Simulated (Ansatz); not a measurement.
**96-atom supercell of fluorite PbF2**

What do PBEsol, HSE06 and r²SCAN give for the perfect crystal in this cell, and at what cost?

All numbers are computed with Ansatz 0.2.0 (PAW, plane waves).

## 1. Starting point

96 atoms (64 F, 32 Pb); a = 11.797 Å, b = 11.797 Å, c = 11.797 Å, α = 90.00°, β = 90.00°, γ = 90.00°.

Steps to follow: (2) PBEsol single point at the single k point (¼, ¼, ¼), on 1 × NVIDIA GB300 Max-Q with 8 threads of Arm Neoverse-V2; (3) HSE06 single point at the single k point (¼, ¼, ¼), on 1 × NVIDIA GB300 Max-Q with 8 threads of Arm Neoverse-V2; (4) r²SCAN single point at the single k point (¼, ¼, ¼), on 1 × NVIDIA GB300 Max-Q with 8 threads of Arm Neoverse-V2.

## 2. PBEsol on the given atoms

The input, in.yaml:

```yaml
crystal:
  lattice:
    - [11.797124, 0.000000, 0.000000]
    - [0.000000, 11.797124, 0.000000]
    - [0.000000, 0.000000, 11.797124]
  atoms:
    - { symbol: F, position: [0.375000, 0.125000, 0.125000] }
    - { symbol: F, position: [0.375000, 0.125000, 0.625000] }
    - { symbol: F, position: [0.375000, 0.625000, 0.125000] }
    - { symbol: F, position: [0.375000, 0.625000, 0.625000] }
    - { symbol: F, position: [0.875000, 0.125000, 0.125000] }
    - { symbol: F, position: [0.875000, 0.125000, 0.625000] }
    - { symbol: F, position: [0.875000, 0.625000, 0.125000] }
    - { symbol: F, position: [0.875000, 0.625000, 0.625000] }
    - { symbol: F, position: [0.125000, 0.375000, 0.125000] }
    - { symbol: F, position: [0.125000, 0.375000, 0.625000] }
    - { symbol: F, position: [0.125000, 0.875000, 0.125000] }
    - { symbol: F, position: [0.125000, 0.875000, 0.625000] }
    - { symbol: F, position: [0.625000, 0.375000, 0.125000] }
    - { symbol: F, position: [0.625000, 0.375000, 0.625000] }
    - { symbol: F, position: [0.625000, 0.875000, 0.125000] }
    - { symbol: F, position: [0.625000, 0.875000, 0.625000] }
    - { symbol: F, position: [0.125000, 0.125000, 0.375000] }
    - { symbol: F, position: [0.125000, 0.125000, 0.875000] }
    - { symbol: F, position: [0.125000, 0.625000, 0.375000] }
    - { symbol: F, position: [0.125000, 0.625000, 0.875000] }
    - { symbol: F, position: [0.625000, 0.125000, 0.375000] }
    - { symbol: F, position: [0.625000, 0.125000, 0.875000] }
    - { symbol: F, position: [0.625000, 0.625000, 0.375000] }
    - { symbol: F, position: [0.625000, 0.625000, 0.875000] }
    - { symbol: F, position: [0.125000, 0.125000, 0.125000] }
    - { symbol: F, position: [0.125000, 0.125000, 0.625000] }
    - { symbol: F, position: [0.125000, 0.625000, 0.125000] }
    - { symbol: F, position: [0.125000, 0.625000, 0.625000] }
    - { symbol: F, position: [0.625000, 0.125000, 0.125000] }
    - { symbol: F, position: [0.625000, 0.125000, 0.625000] }
    - { symbol: F, position: [0.625000, 0.625000, 0.125000] }
    - { symbol: F, position: [0.625000, 0.625000, 0.625000] }
    - { symbol: F, position: [0.375000, 0.375000, 0.375000] }
    - { symbol: F, position: [0.375000, 0.375000, 0.875000] }
    - { symbol: F, position: [0.375000, 0.875000, 0.375000] }
    - { symbol: F, position: [0.375000, 0.875000, 0.875000] }
    - { symbol: F, position: [0.875000, 0.375000, 0.375000] }
    - { symbol: F, position: [0.875000, 0.375000, 0.875000] }
    - { symbol: F, position: [0.875000, 0.875000, 0.375000] }
    - { symbol: F, position: [0.875000, 0.875000, 0.875000] }
    - { symbol: F, position: [0.375000, 0.375000, 0.125000] }
    - { symbol: F, position: [0.375000, 0.375000, 0.625000] }
    - { symbol: F, position: [0.375000, 0.875000, 0.125000] }
    - { symbol: F, position: [0.375000, 0.875000, 0.625000] }
    - { symbol: F, position: [0.875000, 0.375000, 0.125000] }
    - { symbol: F, position: [0.875000, 0.375000, 0.625000] }
    - { symbol: F, position: [0.875000, 0.875000, 0.125000] }
    - { symbol: F, position: [0.875000, 0.875000, 0.625000] }
    - { symbol: F, position: [0.375000, 0.125000, 0.375000] }
    - { symbol: F, position: [0.375000, 0.125000, 0.875000] }
    - { symbol: F, position: [0.375000, 0.625000, 0.375000] }
    - { symbol: F, position: [0.375000, 0.625000, 0.875000] }
    - { symbol: F, position: [0.875000, 0.125000, 0.375000] }
    - { symbol: F, position: [0.875000, 0.125000, 0.875000] }
    - { symbol: F, position: [0.875000, 0.625000, 0.375000] }
    - { symbol: F, position: [0.875000, 0.625000, 0.875000] }
    - { symbol: F, position: [0.125000, 0.375000, 0.375000] }
    - { symbol: F, position: [0.125000, 0.375000, 0.875000] }
    - { symbol: F, position: [0.125000, 0.875000, 0.375000] }
    - { symbol: F, position: [0.125000, 0.875000, 0.875000] }
    - { symbol: F, position: [0.625000, 0.375000, 0.375000] }
    - { symbol: F, position: [0.625000, 0.375000, 0.875000] }
    - { symbol: F, position: [0.625000, 0.875000, 0.375000] }
    - { symbol: F, position: [0.625000, 0.875000, 0.875000] }
    - { symbol: Pb, position: [0.000000, 0.000000, 0.000000] }
    - { symbol: Pb, position: [0.000000, 0.000000, 0.500000] }
    - { symbol: Pb, position: [0.000000, 0.500000, 0.000000] }
    - { symbol: Pb, position: [0.000000, 0.500000, 0.500000] }
    - { symbol: Pb, position: [0.500000, 0.000000, 0.000000] }
    - { symbol: Pb, position: [0.500000, 0.000000, 0.500000] }
    - { symbol: Pb, position: [0.500000, 0.500000, 0.000000] }
    - { symbol: Pb, position: [0.500000, 0.500000, 0.500000] }
    - { symbol: Pb, position: [0.250000, 0.250000, 0.000000] }
    - { symbol: Pb, position: [0.250000, 0.250000, 0.500000] }
    - { symbol: Pb, position: [0.250000, 0.750000, 0.000000] }
    - { symbol: Pb, position: [0.250000, 0.750000, 0.500000] }
    - { symbol: Pb, position: [0.750000, 0.250000, 0.000000] }
    - { symbol: Pb, position: [0.750000, 0.250000, 0.500000] }
    - { symbol: Pb, position: [0.750000, 0.750000, 0.000000] }
    - { symbol: Pb, position: [0.750000, 0.750000, 0.500000] }
    - { symbol: Pb, position: [0.250000, 0.000000, 0.250000] }
    - { symbol: Pb, position: [0.250000, 0.000000, 0.750000] }
    - { symbol: Pb, position: [0.250000, 0.500000, 0.250000] }
    - { symbol: Pb, position: [0.250000, 0.500000, 0.750000] }
    - { symbol: Pb, position: [0.750000, 0.000000, 0.250000] }
    - { symbol: Pb, position: [0.750000, 0.000000, 0.750000] }
    - { symbol: Pb, position: [0.750000, 0.500000, 0.250000] }
    - { symbol: Pb, position: [0.750000, 0.500000, 0.750000] }
    - { symbol: Pb, position: [0.000000, 0.250000, 0.250000] }
    - { symbol: Pb, position: [0.000000, 0.250000, 0.750000] }
    - { symbol: Pb, position: [0.000000, 0.750000, 0.250000] }
    - { symbol: Pb, position: [0.000000, 0.750000, 0.750000] }
    - { symbol: Pb, position: [0.500000, 0.250000, 0.250000] }
    - { symbol: Pb, position: [0.500000, 0.250000, 0.750000] }
    - { symbol: Pb, position: [0.500000, 0.750000, 0.250000] }
    - { symbol: Pb, position: [0.500000, 0.750000, 0.750000] }
  symmetry: { detect: false }
kpoints:
  mp_grid: { grid: [1, 1, 1], shift: [0.25, 0.25, 0.25] }
hamiltonian:
  xc: pbesol
scf:
  occupations: { method: fermi_dirac, width: 0.01 }
output:
  forces: true
  eigenvalues: true
  stress: true
  populations: true
  eigenstates: { kpoints: [[0.25, 0.25, 0.25]], e_range: [-6.0, 6.0], localisation: true }
```

The run is started by

```console
ansatz run in.yaml --threads 8 --pin off --max-ram 118750MiB --runs-dir r --events-out ev --progress --plain --backend cuda --devices 0,
```

## 3. Single point with HSE06

Edit in.yaml of step 2 so:

```diff
@@ -106,3 +106,3 @@
 hamiltonian:
-  xc: pbesol
+  xc: hse06
 scf:
@@ -112,3 +112,2 @@
   eigenvalues: true
-  stress: true
   populations: true
```

## 4. Single point with r²SCAN

Edit in.yaml of step 3 so:

```diff
@@ -106,3 +106,3 @@
 hamiltonian:
-  xc: hse06
+  xc: r2scan
 scf:
```

Before running it: what results should come out? Wanted: for each run, top filled to lowest empty; energy; pressure.

**Answer**, as computed:

| level | time | top filled to lowest empty (eV) | energy (eV/atom) | pressure (GPa) |
| --- | --- | --- | --- | --- |
| PBEsol | 29 s (GPU) | 4.62 | -4452.4124 | -0.01 |
| HSE06 | 92 s (GPU) | 6.04 | -4509.2403 | - |
| r²SCAN | 23 s (GPU) | 5.22 | -4514.0788 | - |

**What this shows.** At the same k points, PBEsol gives a spacing 1.42 eV smaller and r²SCAN gives a spacing 0.82 eV smaller than the 6.04 eV of HSE06. The price of HSE06 is about 3.1 times the time of PBEsol here. Spin–orbit coupling is left out, which matters for the band edges of the heavier elements here. With one k point the spacing samples only the states that fold onto it, so it can exceed the gap over the zone.
